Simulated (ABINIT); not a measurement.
HfB2:

```
CELL_PARAMETERS angstrom
3.14000 0.00000 0.00000
-1.57000 2.71932 0.00000
0.00000 0.00000 3.48000
ATOMIC_POSITIONS crystal
Hf 0.00000 0.00000 0.00000
B 0.66667 0.33333 0.50000
B 0.33333 0.66667 0.50000
```

| Property | Result |
| --- | --- |
| Program | ABINIT 10.8.3 (patched build) |
| Task | relaxation of cell and atoms |
| Functional | LDA |
| Potentials or basis | JTH PAW LDA v2.0 |
| Cutoff | 463 eV |
| k mesh | 8 × 8 × 6 |
| Occupations | fermi-dirac, width 0.05 eV |
| Spin | no spin polarisation |

At the start: pressure -10.1 GPa; volume 9.90 Å³/atom.

Problem. How do energy, volume and symmetry change on relaxing?

Solution. Over 5 steps the energy falls by 12.5 meV/atom and the volume is 9.52 Å³/atom (-3.9 %); space group P6/mmm (No. 191, to 0.05 Å).

The path:
```tsv
step	energy change (eV)	largest force (eV/Å)	pressure (GPa)	volume (Å³)
1	0.0000	0.0000	-10.10	29.71
2	-0.0355	0.0000	-2.22	28.81
3	-0.0374	0.0000	0.11	28.56
4	-0.0375	0.0000	0.07	28.56
5	-0.0375	0.0000	0.00	28.56
```

Final structure:
```cif
data_structure
_symmetry_space_group_name_H-M 'P 1'
_symmetry_Int_Tables_number 1
_cell_length_a 3.1037
_cell_length_b 3.1037
_cell_length_c 3.4241
_cell_angle_alpha 90.000
_cell_angle_beta 90.000
_cell_angle_gamma 120.000
_cell_volume 28.56
loop_
_atom_site_label
_atom_site_type_symbol
_atom_site_fract_x
_atom_site_fract_y
_atom_site_fract_z
_atom_site_occupancy
Hf1 Hf 0.00000 0.00000 0.00000 1
B1 B 0.66667 0.33333 0.50000 1
B2 B 0.33333 0.66667 0.50000 1
```

Caveat: the atomic spheres overlap.
